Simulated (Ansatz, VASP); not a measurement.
# CuI (Marshite): VASP beside Ansatz, part 2 of 2

Aim: how closely do two programs agree when they are given the same cell, functional and k mesh? The cell is taken from a series of VASP runs on this material, whose earlier steps may have relaxed, scaled or displaced it; both programs get it as it stands.

VASP 6.6.1 and Ansatz 0.2.0.

So far: Starting point; Ansatz: relaxation of cell and atoms, LDA, DFT+U; VASP: relaxation of cell and atoms, LDA, DFT+U.

## 3. VASP: relaxation of cell and atoms, LDA, DFT+U (continued)

Level of this step: LDA, DFT+U (Cu d 7 eV); plane waves and PAW (I, Cu) (VASP).

Numbers of over 12 decimals in the logs are rounded to 6 here.

Parts of OUTCAR (step 3):

```text
ion  position               nearest neighbor table
   1  0.000  0.000  0.000-   2 2.54   2 2.54   2 2.54   2 2.54
   2  0.750  0.750  0.750-   1 2.54   1 2.54   1 2.54   1 2.54

  LATTYP: Found a face centered cubic cell.
 ALAT       =     5.8763203164

 Subroutine GETGRP returns: Found 24 space group operations
 (whereof 24 operations were pure point group operations)

The static configuration has the point symmetry T_d .

 Found     16 irreducible k-points:

   k-points           NKPTS =     16   k-points in BZ     NKDIM =     16   number of bands    NBANDS=     15

   dimension x,y,z NGX =    30 NGY =   30 NGZ =   30
   dimension x,y,z NGXF=    60 NGYF=   60 NGZF=   60

   ENCUT  =  450.0 eV  33.07 Ry    5.75 a.u.   7.19  7.19  7.19*2*pi/ulx,y,z

   NELECT =      18.0000    total number of electrons

 k-points in reciprocal lattice and weights: Automatic mesh
   0.00000000  0.00000000  0.00000000       0.005
   0.16666667  0.00000000  0.00000000       0.037
   0.33333333  0.00000000  0.00000000       0.037
   0.50000000  0.00000000  0.00000000       0.019
   0.16666667  0.16666667  0.00000000       0.028
   0.33333333  0.16666667  0.00000000       0.111
   0.50000000  0.16666667  0.00000000       0.111
  -0.33333333  0.16666667  0.00000000       0.111
  -0.16666667  0.16666667  0.00000000       0.056
[...]
-0.33333333  0.33333333  0.16666667       0.111
  -0.33333333  0.50000000  0.16666667       0.056

atom =   2  type =  2  l = 2

 onsite density matrix

spin component  1

  0.9592 -0.0000  0.0000  0.0000 -0.0000
 -0.0000  0.9592 -0.0000 -0.0000  0.0000
  0.0000 -0.0000  0.9516  0.0000 -0.0000
  0.0000 -0.0000  0.0000  0.9592  0.0000
 -0.0000  0.0000 -0.0000  0.0000  0.9516

spin component  2

 occupancies and eigenvectors

  o =  0.9516  v =  0.0000 -0.0000  0.9174 -0.0000 -0.3980  0.0000  0.0000  0.0000  0.0000  0.0000      0.0000  0.0000  0.0000  0.0000  0.0000  0.0000  0.0000  0.0000  0.0000  0.0000
  o =  0.9516  v =  0.0000  0.0000  0.0000  0.0000  0.0000  0.0000 -0.0000  0.9174 -0.0000 -0.3980      0.0000  0.0000  0.0000  0.0000  0.0000  0.0000  0.0000  0.0000  0.0000  0.0000
  o =  0.9516  v =  0.0000 -0.0000  0.3980  0.0000  0.9174  0.0000  0.0000  0.0000  0.0000  0.0000      0.0000  0.0000  0.0000  0.0000  0.0000  0.0000  0.0000  0.0000  0.0000  0.0000
  o =  0.9516  v =  0.0000  0.0000  0.0000  0.0000  0.0000  0.0000 -0.0000  0.3980  0.0000  0.9174      0.0000  0.0000  0.0000  0.0000  0.0000  0.0000  0.0000  0.0000  0.0000  0.0000
  o =  0.9592  v =  0.0000  0.0000  0.0000  0.0000  0.0000  0.0000 -0.3646 -0.0000 -0.9312  0.0000      0.0000  0.0000  0.0000  0.0000  0.0000  0.0000  0.0000  0.0000  0.0000  0.0000
  o =  0.9592  v =  0.0000 -0.3646 -0.0000 -0.9312  0.0000  0.0000  0.0000  0.0000  0.0000  0.0000      0.0000  0.0000  0.0000  0.0000  0.0000  0.0000  0.0000  0.0000  0.0000  0.0000
  o =  0.9592  v =  0.0000  0.0000  0.0000  0.0000  0.0000  0.0000  0.9312  0.0000 -0.3646  0.0000      0.0000  0.0000  0.0000  0.0000  0.0000  0.0000  0.0000  0.0000  0.0000  0.0000
  o =  0.9592  v =  0.0000  0.9312  0.0000 -0.3646  0.0000  0.0000  0.0000  0.0000  0.0000  0.0000      0.0000  0.0000  0.0000  0.0000  0.0000  0.0000  0.0000  0.0000  0.0000  0.0000
  o =  0.9592  v =  1.0000  0.0000  0.0000  0.0000  0.0000  0.0000  0.0000  0.0000  0.0000  0.0000      0.0000  0.0000  0.0000  0.0000  0.0000  0.0000  0.0000  0.0000  0.0000  0.0000
  o =  0.9592  v =  0.0000  0.0000  0.0000  0.0000  0.0000  1.0000  0.0000  0.0000  0.0000  0.0000      0.0000  0.0000  0.0000  0.0000  0.0000  0.0000  0.0000  0.0000  0.0000  0.0000

 average (electrostatic) potential at core
       1 -92.1562       2 -64.8359

 E-fermi :   4.5826

 k-point     1 :       0.0000    0.0000    0.0000
  band No.  band energies     occupation
    ...
      5       1.0554      2.00000
      6       1.0554      2.00000
      7       4.4554      2.00000
      8       4.4554      2.00000
      9       4.4554      2.00000
     10       6.6326      0.00000
     11      10.1423      0.00000
     12      10.1423      0.00000
     13      10.1423      0.00000
     14      13.4756      0.00000
    ...

 k-point     2 :       0.1667    0.0000    0.0000
  band No.  band energies     occupation
    ...
      5       1.0466      2.00000
      6       1.0466      2.00000
      7       3.1120      2.00000
      8       4.2087      2.00000
      9       4.2087      2.00000
     10       7.5844      0.00000
     11      10.1584      0.00000
     12      10.5135      0.00000
     13      10.5135      0.00000
     14      13.8442      0.00000
    ...

 k-point     3 :       0.3333    0.0000    0.0000
  band No.  band energies     occupation
    ...
      5       1.0508      2.00000
      6       1.0508      2.00000
      7       1.6420      2.00000
      8       3.7717      2.00000
      9       3.7717      2.00000
     10       7.6203      0.00000
     11      10.6803      0.00000
     12      10.6803      0.00000
     13      11.8629      0.00000
     14      13.7878      0.00000
    ...

 k-point     4 :       0.5000    0.0000    0.0000
  band No.  band energies     occupation
    ...
      5       1.0680      2.00000
      6       1.0680      2.00000
      7       1.1335      2.00000
      8       3.5683      2.00000
      9       3.5683      2.00000
     10       7.4782      0.00000
     11      10.5434      0.00000
     12      10.5434      0.00000
     13      12.5193      0.00000
     14      14.6959      0.00000
    ...

 k-point     5 :       0.1667    0.1667    0.0000
  band No.  band energies     occupation
    ...
      5       1.0096      2.00000
      6       1.0734      2.00000
      7       3.2802      2.00000
      8       3.7957      2.00000
      9       3.7957      2.00000
     10       8.2050      0.00000
     11       9.0422      0.00000
     12      11.1807      0.00000
     13      11.1807      0.00000
     14      12.3399      0.00000
    ...

 k-point     6 :       0.3333    0.1667    0.0000
  band No.  band energies     occupation
    ...
      5       0.9970      2.00000
      6       1.0843      2.00000
      7       2.0506      2.00000
      8       3.3139      2.00000
      9       3.3339      2.00000
     10       8.4715      0.00000
     11       9.5160      0.00000
     12      10.9357      0.00000
     13      11.7365      0.00000
     14      13.6160      0.00000
    ...

  Total       -0.0193138     -0.0193138     -0.0193138     -0.0000000     -0.0000000      0.0000000
  in kB       -0.6099897     -0.6099897     -0.6099897     -0.0000000     -0.0000000      0.0000000
  external PRESSURE =      -0.6099897 kB  Pullay stress =       0.0000000 kB

  energy-cutoff  :      450.00
  volume of cell :       50.73
      direct lattice vectors                 reciprocal lattice vectors
     0.000000000  2.938160158  2.938160158    -0.170174522  0.170174522  0.170174522
     2.938160158  0.000000000  2.938160158     0.170174522 -0.170174522  0.170174522
     2.938160158  2.938160158  0.000000000     0.170174522  0.170174522 -0.170174522

 POSITION                                       TOTAL-FORCE (eV/Angst)
 -----------------------------------------------------------------------------------
      0.00000      0.00000      0.00000         0.000000     -0.000000     -0.000000
      4.40724      4.40724      4.40724        -0.000000      0.000000      0.000000
 -----------------------------------------------------------------------------------
    total drift:                               -0.000000     -0.000000     -0.000001

  FREE ENERGIE OF THE ION-ELECTRON SYSTEM (eV)
  ---------------------------------------------------
  free  energy   TOTEN  =        -5.1950911385 eV

  energy  without entropy=       -5.1950911385  energy(sigma->0) =       -5.19509114

 reached required accuracy - stopping structural energy minimisation

 total charge
# of ion       s       p       d       tot
------------------------------------------
    1        1.495   2.801   0.049   4.346
    2        0.341   0.303   9.537  10.181
--------------------------------------------------
tot          1.836   3.104   9.586  14.527
```

The run keeps the 24 symmetry operations of its start, so it cannot find a distortion of lower symmetry.

## 4. Differences

Known differences besides the potentials themselves: U acts on the PAW sphere in VASP and on atomic orbitals in Ansatz, so only states and trends compare; the two LDA forms differ slightly; both relaxations stop at a tolerance, which leaves soft axes loose, and VASP keeps its plane-wave basis; the data sets hold 36 valence electrons in Ansatz (default PAW (the set named soft_2) files) and 18 in VASP; the cutoff is 420 eV in Ansatz and 450 eV in VASP; VASP's log shows a relativistic correction to its local exchange, Ansatz's none; Ansatz adds a Pulay correction to the stress that steers its cell, VASP none. Total energies have different zeros and are not compared.

Both answers:

| quantity | Ansatz | VASP | difference |
| --- | --- | --- | --- |
| volume (Å³) | 51.63 | 50.73 | +1.77 % |
| edge a after relaxation, in the typed setting (Å) | 4.180 | 4.155 | +0.59 % |

The walks stopped with 0.00 GPa left in Ansatz and -0.06 GPa in VASP; each walk ends within a tolerance, so the volume difference is uncertain by about these residues over the bulk modulus, most in soft cells.

## 5. Results

```json
{
 "difference in volume (relaxation of cell and atoms, LDA, DFT+U)": "1.8 %"
}
```

**Reading.** The difference in volume is 1.8 % (relaxation of cell and atoms, LDA, DFT+U). How closely two codes agree says nothing of how well the functional describes the real material.

[Lines on the potential files, build, host, timing and source positions are cut from VASP's logs without a mark.]

[Logs are printed without paths, hosts, clocks, repeated set-up lines and the standing remarks that a program may print on its own settings, such as how far it seeks lower states.]

[Hosts, paths, dates, database ids (printed as entryN), source tags and the programs' standing remarks are cut or masked in the printed files.]
